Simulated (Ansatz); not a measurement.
## Phonons of Hf-Mg stack of (100) layers

The plan: relax Hf-Mg stack of (100) layers, check its phonons, and, if the lattice is stable, compute its Eliashberg function and ρ(T).

Calculated with Ansatz 0.2.0; DFT PBEsol, scalar-relativistic, plane waves, PAW.

### Step 1. The structure

The cell holds 2 atoms: 1 Hf and 1 Mg. Its edges and angles: a = 3.204 Å, b = 3.204 Å, c = 13.266 Å, α = 90.0°, β = 90.0°, γ = 90.0°. Vacuum lies along c.

### Step 2. Rough relaxation

Large forces or a large pressure at the start call for a first relaxation with loose thresholds.

input.yaml

```yaml
crystal:
  lattice:
    - [3.2041, 0.0, 0.0]
    - [0.0, 3.2041, 0.0]
    - [0.0, 0.0, 13.26564]
  atoms:
    - { symbol: Hf, position: [0.0, 0.0, 0.414605] }
    - { symbol: Mg, position: [0.5, 0.5, 0.585395] }
  periodic: [true, true, false]
kpoints:
  mp_grid: { grid: [6, 6, 1] }
hamiltonian:
  xc: pbesol
scf:
  occupations: { method: gaussian, width: 0.1 }
output:
  forces: true
  stress: true
  eigenvalues: true
relax:
  adjacent_minimum: "off"
  f_tol: 0.05
  max_steps: 80
  cell: { stress_2d_tol: 0.02 }
```

Run with:

```sh
ansatz run input.yaml --threads 4 --pin off --max-ram 16384MiB --backend cpu --events-out ev --progress --plain --runs-dir out
```

Numbers of over 12 decimals in the logs are rounded to 6 here.

Output:

```text
Warning: crystal.periodic: the lattice vector that does not repeat stood 0.000° off the slab's normal, 13.266 Å along it as the deck builds it. The run solves the slab on a vector along the normal, 28.331 Å long, with every atom where it was (on the deck's vector they left 11.00 Å outside them, and the widest stretch free of ions among them is 2.27 Å). A fractional position that the run reports is one of the run's ce [...]
The last accepted step is kept in <dir> (removed where the run ends without a failure and the disk answers)
crystal.periodic: the lattice vector that does not repeat stood 0.000° off the slab's normal, 13.266 Å along it as the deck builds it. The run solves the slab on a vector along the normal, 28.331 Å long, with every atom where it was (on the deck's vector they left 11.00 Å outside them, and the widest stretch free of ions among them is 2.27 Å). A fractional position that the run reports is one of the run's cell, which [...]
Engine: ansatz 0.2.0, aarch64-unknown-linux-gnu
Pseudopotentials: kind: paw
Pseudopotential: Hf, paw, valence charge 26, recommended cutoff 420 eV (normal), Hf.paw.azcp
Pseudopotential: Mg, paw, valence charge 10, recommended cutoff 420 eV (normal), Mg.paw.azcp
Functional definition: PBEsol
  exchange = pbesol_x
  correlation = pbesol_c
Crystal: 2 atoms, lattice volume = 290.856 Å³
Basis set: ecut = 420 eV, 5703 PW (Γ), exchange–correlation on 48×48×384 points (8 copies of the dense FFT grid, shifted against one another)
Bands: 22, of which v1, the nominal top of the filled ones, is band 18 counted from 1 (17 counted from 0)
Symmetry: 8 space group operations
Space group: P4mm (ITA 99), of the structure as read, at distance tolerance 6.6e-5 Å
k-points: 10 of 36
Non-local potential: Hf, projectors of the file, l = 0: 3, l = 1: 2, l = 2: 2, l = 3: 3
Non-local potential: Mg, projectors of the file, l = 0: 3, l = 1: 2, l = 2: 1
PAW form: soft (Blöchl's): semilocal exchange-correlation on the pseudo side does not see the compensation charge
PAW frozen core: Hf, regenerated for the run's functional, and the local potential with it (the file was generated under x = pbe(κ = 0.804, μ = 0.219515), c = pbe(β = 0.066725))
PAW frozen core: Mg, regenerated for the run's functional, and the local potential with it (the file was generated under x = pbe(κ = 0.804, μ = 0.219515), c = pbe(β = 0.066725))
PAW one-centre angular grid: Hf, 590 points (default); XC on 64 Gauss nodes
PAW one-centre angular grid: Mg, 110 points (default); XC on 64 Gauss nodes
Initial density: superposition of atomic densities (neutral atoms: chi_scale 0, normalization atom), corrected by the library's trained network
Initial wavefunctions: pseudopotential atomic-orbital guess
Functional: x = pbesol(κ = 0.804, μ = 0.123457), c = pbesol(β = 0.046)
SCF iter   1: F=—  HF=-17507.765096 eV  |F-HF|=—  |Δ(HF+E_count)|=         —  Δρ=2.12e-3  dr2=1.45e-1  ethr=1.77e-3  ⟨swp⟩=10.0  Hψ=1304  notcnv=0
preconditioner: auto → LDOS  [insulator: Δε(μ)=0.198 eV  Ē_g=10.972 eV  σ=0.100 eV  W_gap=0.55  n_scr=16 (ndim 8)  ℏωp=9.7 eV  f_vac=0.755  D(μ)=3.61/eV (n_scr^D=12)  ε∞_Penn≈1.8  β→1.0]
SCF iter   2: F=—  HF=-17507.755776 eV  |F-HF|=—  |Δ(HF+E_count)|=   9.32e-3  Δρ=2.10e-3  dr2=1.16e-1  ethr=4.04e-4  ⟨swp⟩=2.8  Hψ=432  notcnv=0
SCF iter   3: F=—  HF=-17507.751998 eV  |F-HF|=—  |Δ(HF+E_count)|=   3.78e-3  Δρ=4.15e-4  dr2=1.79e-3  ethr=3.21e-4  ⟨swp⟩=2.2  Hψ=263  notcnv=0
SCF iter   4: F=—  HF=-17507.752483 eV  |F-HF|=—  |Δ(HF+E_count)|=   4.85e-4  Δρ=2.30e-4  dr2=4.15e-4  ethr=4.98e-6  ⟨swp⟩=3.2  Hψ=424  notcnv=0
SCF iter   5: F=—  HF=-17507.752558 eV  |F-HF|=—  |Δ(HF+E_count)|=   7.49e-5  Δρ=1.08e-4  dr2=3.22e-5  ethr=1.15e-6  ⟨swp⟩=2.9  Hψ=429  notcnv=0
SCF iter   6: F=—  HF=-17507.752632 eV  |F-HF|=—  |Δ(HF+E_count)|=   7.47e-5  Δρ=7.35e-5  dr2=2.31e-5  ethr=8.94e-8  ⟨swp⟩=3.0  Hψ=477  notcnv=0
SCF iter   7: F=—  HF=-17507.752627 eV  |F-HF|=—  |Δ(HF+E_count)|=   4.88e-6  Δρ=2.23e-5  dr2=2.95e-6  ethr=6.41e-8  ⟨swp⟩=2.6  Hψ=426  notcnv=0
SCF iter   8: F=—  HF=-17507.752628 eV  |F-HF|=—  |Δ(HF+E_count)|=   2.11e-7  Δρ=1.27e-5  dr2=7.44e-7  ethr=8.19e-9  ⟨swp⟩=3.0  Hψ=467  notcnv=0
SCF iter   9: F=—  HF=-17507.752628 eV  |F-HF|=—  |Δ(HF+E_count)|=   5.98e-7  Δρ=6.49e-6  dr2=4.81e-7  ethr=2.07e-9  ⟨swp⟩=2.9  Hψ=415  notcnv=0
iter 10 did not close the SCF: its close was put off until two iterations running show no level that it waits for move by more than its bar (scf_convergence_deferred on its scf_iter line)
SCF iter  10: F=-17507.752628 eV  HF=-17507.752628 eV  |F-HF|=2.99e-8  |Δ(HF+E_count)|=   1.47e-7  Δρ=1.80e-6  dr2=7.66e-8  ethr=2.78e-10  ⟨swp⟩=7.1  Hψ=1269  notcnv=0
iter 11 did not close the SCF: its close was put off until two iterations running show no level that it waits for move by more than its bar (scf_convergence_deferred on its scf_iter line)
SCF iter  11: F=-17507.752628 eV  HF=-17507.752628 eV  |F-HF|=8.47e-9  |Δ(HF+E_count)|=   5.75e-8  Δρ=1.22e-6  dr2=1.10e-8  ethr=2.13e-10  ⟨swp⟩=3.7  Hψ=862  notcnv=0
SCF iter  12: F=-17507.752628 eV  HF=-17507.752628 eV  |F-HF|=4.31e-9  |Δ(HF+E_count)|=   9.52e-9  Δρ=5.14e-7  dr2=1.22e-9  ethr=3.07e-11  ⟨swp⟩=3.2  Hψ=787  notcnv=0
SCF 1 converged in 12 iterations: F = -17507.752628 eV  dr2 = 1.22e-9
  greatest PAW one-centre occupation: 1.000 electrons in one spin orbital (limit 2), on the Mg atom at site 1 (counted from 0), in its partial waves of l = 0
relax step   1: F+E_penalty+E_count = -17507.75262850 eV  Δ(F+E_penalty+E_count) = +0.000e0 eV  max|allowed force component| = 7.717e-1 eV/Å  Δτ_max = 0.0000 Å  P = -5.747 N/m  Ω = 290.856 Å³  fix = [c, alpha, beta]  reactions: c -0.000 N/m  (12 SCF iters, dr2 threshold 1.00e-7 eV, accepted)
Crystal: 2 atoms, lattice volume = 264.660 Å³
Basis set: ecut = 420 eV, 5135 PW (Γ), exchange–correlation on 48×48×384 points (8 copies of the dense FFT grid, shifted against one another)
Initial density: handed on by an earlier stage of this run
Initial wavefunctions: those handed on with the density
iter 1 solved again at ethr=2.75e-3 eV; its pass at ethr=3.10e-3 eV (dr2=9.90e-1 eV) is discarded
SCF iter   1: F=—  HF=-17508.167694 eV  |F-HF|=—  |Δ(HF+E_count)|=         —  Δρ=7.25e-3  dr2=1.01e0  ethr=2.75e-3  ⟨swp⟩=1.3  Hψ=1657  notcnv=0
preconditioner: auto → LDOS  [insulator: Δε(μ)=0.247 eV  Ē_g=11.010 eV  σ=0.100 eV  W_gap=0.92  n_scr=16 (ndim 8)  ℏωp=10.2 eV  f_vac=0.767  D(μ)=0.61/eV (n_scr^D=4)  ε∞_Penn≈1.9  β→1.0]
SCF iter   2: F=—  HF=-17508.148742 eV  |F-HF|=—  |Δ(HF+E_count)|=   1.90e-2  Δρ=7.74e-3  dr2=9.48e-1  ethr=2.75e-3  ⟨swp⟩=4.5  Hψ=471  notcnv=0
[...]
SCF iter   3: F=—  HF=-17508.131876 eV  |F-HF|=—  |Δ(HF+E_count)|=   1.15e-2  Δρ=7.45e-4  dr2=5.55e-3  ethr=4.04e-4  ⟨swp⟩=3.1  Hψ=443  notcnv=0
SCF iter   4: F=—  HF=-17508.131194 eV  |F-HF|=—  |Δ(HF+E_count)|=   6.82e-4  Δρ=4.41e-4  dr2=3.19e-3  ethr=1.54e-5  ⟨swp⟩=3.1  Hψ=474  notcnv=0
SCF iter   5: F=—  HF=-17508.131066 eV  |F-HF|=—  |Δ(HF+E_count)|=   1.28e-4  Δρ=1.94e-4  dr2=1.58e-4  ethr=8.87e-6  ⟨swp⟩=2.1  Hψ=328  notcnv=0
SCF iter   6: F=—  HF=-17508.131171 eV  |F-HF|=—  |Δ(HF+E_count)|=   1.05e-4  Δρ=5.65e-5  dr2=8.68e-6  ethr=4.40e-7  ⟨swp⟩=3.0  Hψ=373  notcnv=0
SCF iter   7: F=—  HF=-17508.131180 eV  |F-HF|=—  |Δ(HF+E_count)|=   9.62e-6  Δρ=3.31e-5  dr2=2.88e-6  ethr=2.41e-8  ⟨swp⟩=3.4  Hψ=470  notcnv=0
SCF iter   8: F=—  HF=-17508.131181 eV  |F-HF|=—  |Δ(HF+E_count)|=   1.51e-7  Δρ=7.52e-6  dr2=1.31e-6  ethr=8.00e-9  ⟨swp⟩=2.7  Hψ=408  notcnv=0
SCF iter   9: F=-17508.131181 eV  HF=-17508.131181 eV  |F-HF|=3.07e-8  |Δ(HF+E_count)|=   3.40e-7  Δρ=3.79e-6  dr2=1.42e-7  ethr=5.56e-10  ⟨swp⟩=9.3  Hψ=1416  notcnv=0
SCF 3 converged in 9 iterations: F = -17508.131181 eV  dr2 = 1.42e-7
relax step   3: F+E_penalty+E_count = -17508.13118092 eV  Δ(F+E_penalty+E_count) = -9.506e-2 eV  max|allowed force component| = 6.458e-2 eV/Å  Δτ_max = 0.0942 Å  P = -0.423 N/m  Ω = 247.423 Å³  energy of the carried Pulay correction = +8.307e-4 eV  fix = [c, alpha, beta]  reactions: c -0.000 N/m  (9 SCF iters, dr2 threshold 2.00e-7 eV, accepted)
[...]
relax step   4: F+E_penalty+E_count = -17508.13439035 eV  Δ(F+E_penalty+E_count) = -3.209e-3 eV  max|allowed force component| = 3.826e-2 eV/Å  Δτ_max = 0.0168 Å  P = +0.155 N/m  Ω = 242.663 Å³  energy of the carried Pulay correction = +9.300e-4 eV  fix = [c, alpha, beta]  reactions: c +0.000 N/m  (8 SCF iters, dr2 threshold 2.00e-7 eV, accepted)
[...]
relax step   5: F+E_penalty+E_count = -17508.13462771 eV  Δ(F+E_penalty+E_count) = -2.374e-4 eV  max|allowed force component| = 5.666e-3 eV/Å  Δτ_max = 0.0040 Å  P = +0.019 N/m  Ω = 243.026 Å³  energy of the carried Pulay correction = +9.224e-4 eV  fix = [c, alpha, beta]  reactions: c +0.000 N/m  (8 SCF iters, dr2 threshold 4.01e-8 eV, accepted)
Basis set: ecut = 420 eV, 4699 PW (Γ), exchange–correlation on 40×40×384 points (8 copies of the dense FFT grid, shifted against one another)
Initial wavefunctions: pseudopotential atomic-orbital guess (no wavefunctions were taken with the density)
iter 1 solved again at ethr=7.98e-6 eV; its pass at ethr=3.10e-3 eV (dr2=2.87e-3 eV) is discarded
SCF iter   1: F=—  HF=-17508.133906 eV  |F-HF|=—  |Δ(HF+E_count)|=         —  Δρ=4.30e-5  dr2=1.24e-6  ethr=7.98e-6  ⟨swp⟩=4.5  Hψ=2004  notcnv=0
eigensolver tolerance schedule: the retry pair's looser diagonalisation over-reported the residual by 2317.21 of it (diagonalisation noise at an unbounded share of the residual, at the tolerance the schedule requests for it); recorded, not acted on — ethr = c·dr2/N_el stays at c = 1.0e-1
preconditioner: auto → LDOS  [metal: Δε(μ)=0.095 eV  Ē_g=10.874 eV  σ=0.100 eV  W_gap=0.50  n_scr=16 (ndim 8)  ℏωp=10.7 eV  f_vac=0.755  D(μ)=3.26/eV (n_scr^D=14)  β→1.0]
SCF iter   2: F=—  HF=-17508.133935 eV  |F-HF|=—  |Δ(HF+E_count)|=   2.92e-5  Δρ=6.41e-5  dr2=1.12e-5  ethr=3.44e-9  ⟨swp⟩=5.6  Hψ=838  notcnv=0
SCF iter   3: F=—  HF=-17508.133921 eV  |F-HF|=—  |Δ(HF+E_count)|=   1.40e-5  Δρ=1.62e-5  dr2=2.05e-6  ethr=3.44e-9  ⟨swp⟩=3.5  Hψ=532  notcnv=0
SCF iter   4: F=—  HF=-17508.133921 eV  |F-HF|=—  |Δ(HF+E_count)|=   1.26e-7  Δρ=3.53e-6  dr2=5.36e-8  ethr=3.44e-9  ⟨swp⟩=3.6  Hψ=442  notcnv=0
SCF iter   5: F=—  HF=-17508.133921 eV  |F-HF|=—  |Δ(HF+E_count)|=   1.14e-8  Δρ=1.23e-6  dr2=1.03e-8  ethr=1.49e-10  ⟨swp⟩=3.6  Hψ=521  notcnv=0
SCF iter   6: F=—  HF=-17508.133921 eV  |F-HF|=—  |Δ(HF+E_count)|=   5.41e-9  Δρ=3.80e-7  dr2=1.20e-9  ethr=2.86e-11  ⟨swp⟩=2.4  Hψ=312  notcnv=0
SCF iter   7: F=—  HF=-17508.133921 eV  |F-HF|=—  |Δ(HF+E_count)|=   1.00e-9  Δρ=1.50e-7  dr2=4.59e-11  ethr=3.34e-12  ⟨swp⟩=2.4  Hψ=355  notcnv=0
SCF iter   8: F=—  HF=-17508.133921 eV  |F-HF|=—  |Δ(HF+E_count)|=  3.20e-10  Δρ=5.64e-8  dr2=9.50e-12  ethr=1.00e-12  ⟨swp⟩=2.4  Hψ=318  notcnv=0
SCF iter   9: F=—  HF=-17508.133921 eV  |F-HF|=—  |Δ(HF+E_count)|=  6.55e-11  Δρ=1.30e-8  dr2=2.27e-12  ethr=1.00e-12  ⟨swp⟩=11.7  Hψ=1574  notcnv=0
SCF iter  10: F=-17508.133921 eV  HF=-17508.133921 eV  |F-HF|=7.28e-11  |Δ(HF+E_count)|=  1.46e-11  Δρ=7.13e-9  dr2=1.60e-13  ethr=1.00e-12  ⟨swp⟩=7.2  Hψ=1037  notcnv=0
SCF 6 converged in 10 iterations: F = -17508.133921 eV  dr2 = 1.60e-13
relax step   6: F+E_penalty+E_count = -17508.13392070 eV  Δ(F+E_penalty+E_count) = +7.070e-4 eV  max|allowed force component| = 5.709e-3 eV/Å  Δτ_max = 0.0000 Å  P = +0.014 N/m  Ω = 243.026 Å³  fix = [c, alpha, beta]  reactions: c +0.000 N/m  stress off target by 1.39e-2 N/m on what of the cell is left free  SCF on the basis re-selected at this cell (its energy is not comparable with the rows above)  (10 SCF iters)
basis re-selected at this cell: Δ(F+E_penalty+E_count) = +7.070e-4 eV, ΔP = -0.005 N/m vs the last step (what re-selecting the basis moved, of the pressure what is left beyond the Pulay correction that the steps carried, after the strain that the cell walked since its last selection, with what the two solves' SCF thresholds leave and, on support functions, any second-order correction that the steps lacked; it is no measure of the basis error at this ecutwfc). The dense FFT grid was sized anew with the basis: this SCF ran on 20×20×192 points, the steps before it on 24×24×192, so part of this shift can come from that change (see relax.cell in the input reference). [rest of the remark cut]
SCF converged after 10 iterations
Free energy (F): -17508.133921 eV
Harris-Foulkes:  -17508.133921 eV  (|F-HF|=7.28e-11)
Internal energy: -17508.117643 eV  (E = F + TS)
E sigma→0 (E₀):  -17508.125782 eV
Entropy (-TS):   -0.016278 eV (-8.139 meV/atom)
Fermi energy:    -3.788221 eV
--- Per-component energies (eV) ---
  E_band       = -1023.539597
  E_kinetic    = 500.658021
  E_local      = -87175.899003  (includes V_loc(G=0)·N_el)
  E_nonlocal   = -1142.483345
  E_hartree    = 42851.063609
  E_xc         = -325.078402
  E_vxc        = -301.407400  (∫ρ·V_xc dr)
  E_paw        = -7087.894184  (= ΣΔE_a)
  E_vpaw       = 1393.464896  (= ΣTr[D̂ρ^β])
  E_aug_tail   = -0.000006  (compensation charges beyond the density's cutoff)
  E_ewald      = 34870.205713
  E_core_change = 1.309954  (= ΣΔE_core)
  E_smearing   = -0.016278  (= −TS)
  E_closure    = 0.000000  (closes the sum)
  Σ components = -17508.133921   (vs F -17508.133921, Δ=0.00e0)
--- Forces (eV/Å), atoms counted from 1 ---
  atom   1  Hf     0.00000000     0.00000000    -0.00570911
  atom   2  Mg    -0.00000000    -0.00000000     0.00570917
  max |Σ_I F_I| component: 5.38e-8 eV/Å
--- 2D stress c σ (N/m, compression-positive) ---
        0.013919       0.000000       0.000000
        0.000000       0.013919       0.000000
        0.000000       0.000000       0.000000
  P = ½ c Tr σ = 0.0139 N/m
--- Band table (eV; the first three rows and the last of 10) ---
  k-point 0: bands = [... 14 lower, -15.5557, -10.1043, -7.4596, -4.9349, -3.8340, -3.7239, -0.7235, 0.2173]
  k-point 1: bands = [... 14 lower, -15.5459, -9.5042, -6.8919, -4.4089, -3.8292, -3.3733, -0.8547, -0.1516]
  k-point 2: bands = [... 14 lower, -15.5240, -8.0294, -5.7496, -4.4084, -3.4048, -2.5784, -0.9552, -0.0917]
  k-point 9: bands = [... 14 lower, -15.5640, -6.3881, -4.1609, -4.1609, -2.3361, -0.2677, -0.2677, 1.6185]
--- Relaxed structure (5 steps of the walk, 5 accepted, 1 SCFs on fresh bases) ---
  F+E_penalty+E_count = -17508.13392070 eV   max|allowed force component| = 5.709e-3 eV/Å   (the final SCF, on the basis selected at the relaxed cell)
  cell:  # Å, volume = 243.0259 Å³
    - [2.928824, 0, 0]
    - [0, 2.928824, 0]
    - [0, 0, 28.3312773112]
  atoms:
    - { symbol: Hf, position: [1.7099530218054154e-18, 0, 0.195127] }
    - { symbol: Mg, position: [0.500000, 0.500000, 0.273106] }
```

It took 14 s on 4 threads of Arm Neoverse V1, shared host; peak memory 0.56 GiB.

Relaxation path:

```tsv
step	energy less that of the first step (eV)	largest force component (eV/Å)	volume (Å³)
1	0.0000	0.7717	290.86
2	-0.2835	0.5485	264.66
3	-0.3786	0.0646	247.42
4	-0.3818	0.0383	242.66
5	-0.3820	0.0057	243.03
6*	-0.3813	0.0057	243.03
```

Relaxation steps marked * repeat the geometry before them on a plane-wave basis chosen anew for their cell, so energy and pressure can jump there.

Forces are held to the 8 operations that the run works with; a distortion that breaks them can't arise in this run.

```tsv
cell as run	before	after	change
a (Å)	3.204	2.929	-8.6 %
b (Å)	3.204	2.929	-8.6 %
```

The atoms that moved most (Å, along periodic axes as changes of fractional coordinates times the final cell, across vacuum about the mean position):

```tsv
atom	dx	dy	dz	length
Hf1	0.000	0.000	0.028	0.028
Mg2	0.000	0.000	-0.028	0.028
```

The relaxed structure:

```cif
data_structure
_symmetry_space_group_name_H-M 'P 1'
_symmetry_Int_Tables_number 1
_cell_length_a 2.9288
_cell_length_b 2.9288
_cell_length_c 28.3313
_cell_angle_alpha 90.000
_cell_angle_beta 90.000
_cell_angle_gamma 90.000
_cell_volume 243.03
loop_
_atom_site_label
_atom_site_type_symbol
_atom_site_fract_x
_atom_site_fract_y
_atom_site_fract_z
_atom_site_occupancy
Hf1 Hf 0.00000 0.00000 0.19513 1
Mg2 Mg 0.50000 0.50000 0.27311 1
```

Numbers from this step:

- metallic on mesh: yes
- gap on the k-mesh: 0 eV

The relaxation ends with a largest force component of 0.0057 eV/Å.

### Step 3. Relaxation

Lattice constant and positions set the bands and the force constants, so the cell is relaxed first.

input.yaml

```yaml
crystal:
  lattice:
    - [2.9288235491, 0.0, 0.0]
    - [0.0, 2.9288235491, 0.0]
    - [0.0, 0.0, 28.3312773112]
  atoms:
    - { symbol: Hf, position: [0.0, 0.0, 0.195127108] }
    - { symbol: Mg, position: [0.5, 0.5, 0.2731059284] }
  periodic: [true, true, false]
kpoints:
  mp_grid: { grid: [10, 10, 1] }
hamiltonian:
  xc: pbesol
scf:
  occupations: { method: gaussian, width: 0.1 }
output:
  forces: true
  stress: true
  eigenvalues: true
  write_density: true
  write_potential: true
  elf: true
  volumetric_format: npy
relax:
  adjacent_minimum: "off"
  f_tol: 0.005
  max_steps: 80
  cell: { stress_2d_tol: 0.02 }
```

Output:

```text
[the first part of the log is left out]
  E_xc         = -325.224570
  E_vxc        = -301.596470  (∫ρ·V_xc dr)
  E_paw        = -7087.930129  (= ΣΔE_a)
  E_vpaw       = 1393.339030  (= ΣTr[D̂ρ^β])
  E_aug_tail   = -0.000006  (compensation charges beyond the density's cutoff)
  E_ewald      = 34914.396543
  E_core_change = 1.309954  (= ΣΔE_core)
  E_smearing   = -0.017493  (= −TS)
  E_closure    = -0.000000  (closes the sum)
  Σ components = -17508.137301   (vs F -17508.137301, Δ=0.00e0)
--- Forces (eV/Å), atoms counted from 1 ---
  atom   1  Hf     0.00000000    -0.00000000    -0.00006705
  atom   2  Mg    -0.00000000     0.00000000     0.00006643
  max |Σ_I F_I| component: 6.20e-7 eV/Å
--- 2D stress c σ (N/m, compression-positive) ---
       -0.006025       0.000000      -0.000000
        0.000000      -0.006025       0.000000
       -0.000000       0.000000      -0.000000
  P = ½ c Tr σ = -0.0060 N/m
--- Band table (eV; the first three rows and the last of 21) ---
[...]
--- Relaxed structure (3 steps of the walk, 3 accepted, 1 SCFs on fresh bases) ---
[...]
cell:  # Å, volume = 242.8387 Å³
    - [2.927695, 0, 0]
    - [0, 2.927695, 0]
    - [0, 0, 28.3312773112]
  atoms:
    - { symbol: Hf, position: [1.7877604733776144e-19, 0, 0.195222] }
    - { symbol: Mg, position: [0.5, 0.5, 0.273011] }
```

Run time: 16 s. Hardware: 4 threads; peak memory 0.55 GiB.

Little changed from the start: no atom moved by 0.005 Å and no cell edge by 0.1 %.

Electrostatic potential energy in the ca plane at fractional y = 0.000, with atoms of Hf within 0.2 Å of it. With pseudopotentials it is smooth inside the atoms' cores, unlike the true potential.

Ten even steps from '0' (-40 eV) to '9' (1 eV), each cell a mean:
```
99999999999861000168999999999999999999999999
99999999999874101478999999999999999999999999
99999999999987656789999999999999999999999999
99999999999998878899988999999999999999999999
99999999999988777899988999999999999999999999
99999999999986323689999999999999999999999999
99999999999862000278999999999999999999999999
99999999999851000168999999999999999999999999
```
Columns run along c (16.0 Å, from fractional 0.00 to 0.56 of the cell; values clipped at the 3rd and 97th percentile), rows up along a (2.9 Å). Atoms in or near the plane, at fractional coordinates: Hf at (0.20, 0.00).

ELF in the ca plane at fractional y = 0.000, with atoms of Hf within 0.2 Å of it. It is the smooth field of the valence electrons, not physical close to the nuclei.

Ten even steps from '0' (0.00) to '9' (0.85), each cell a mean:
```
00000000000016999612578876421000000000000000
00000000011114787324678875420000000000000000
00000000123322333346788875320000000000000000
00000000124443333567788775310000000000000000
00000000123433233457788875310000000000000000
00000000112113565335788875320000000000000000
00000000011015999513678875421000000000000000
00000000000027999722578876421000000000000000
```
Columns run along c (16.0 Å, from fractional 0.00 to 0.56 of the cell), rows up along a (2.9 Å). Atoms in or near the plane, at fractional coordinates: Hf at (0.20, 0.00).

Valence density in the ca plane at fractional y = 0.000, with atoms of Hf within 0.2 Å of it. It is the smooth field of the valence electrons, not physical close to the nuclei.

Ten steps, logarithmic in the rise over the least value, from '0' (0 e/Å³) to '9' (31 e/Å³), each cell a mean:
```
00000000000015898510000000000000000000000000
00000000000013565310000000000000000000000000
00000000000001222110000000000000000000000000
00000000000000111110000000000000000000000000
00000000000001111110000000000000000000000000
00000000000002444210000000000000000000000000
00000000000014787410000000000000000000000000
00000000000015898520000000000000000000000000
```
Columns run along c (16.0 Å, from fractional 0.00 to 0.56 of the cell), rows up along a (2.9 Å). Atoms in or near the plane, at fractional coordinates: Hf at (0.20, 0.00).

[end of part 1 of 3]

[Logs are printed without paths, hosts, clocks, repeated set-up lines and the standing remarks that a program may print on its own settings, such as how far it seeks lower states.]

[Hosts, paths, dates, database ids (printed as entryN), source tags and the programs' standing remarks are cut or masked in the printed files.]
